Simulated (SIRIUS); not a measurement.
The system is Pb.

```
Pb
1.0
    -1.97966    1.97966    1.97966
     1.97966   -1.97966    1.97966
     1.97966    1.97966   -1.97966
Pb
1
Direct
  0.00000 0.00000 0.00000
```

This isn't the form of Pb at room conditions, which is fcc.

- Program: SIRIUS 7.12.0
- Task: single point
- Functional: PBEsol
- Potentials or basis: PseudoDojo 0.4.1 PBEsol standard (scalar relativistic)
- Cutoff: 765 eV
- Density cutoff: 3061 eV
- k mesh: 9 × 9 × 9
- Occupations: fermi-dirac, width 0.05 eV
- Spin: no spin polarisation

On this cell: pressure -1.9 GPa; band gap on the k mesh none (metal or under the smearing width).

The same run follows on a disturbed copy (cell strained at random at fixed volume):

```
Pb
1.0
    -2.06690    2.05040    2.08125
     1.99925   -1.93748    1.90067
     1.99103    1.86160   -1.96833
Pb
1
Direct
  0.00466 0.99633 0.00314
```

Task: What changes?

Result: The energy (extrapolated to zero smearing) moves by +3.6 meV/atom; pressure -1.3 GPa; band gap on the k mesh none (metal or under the smearing width).

Stress tensor (GPa, compression positive):
```
-1.23  0.24  0.28
 0.24 -1.41 -0.33
 0.28 -0.33 -1.16
```
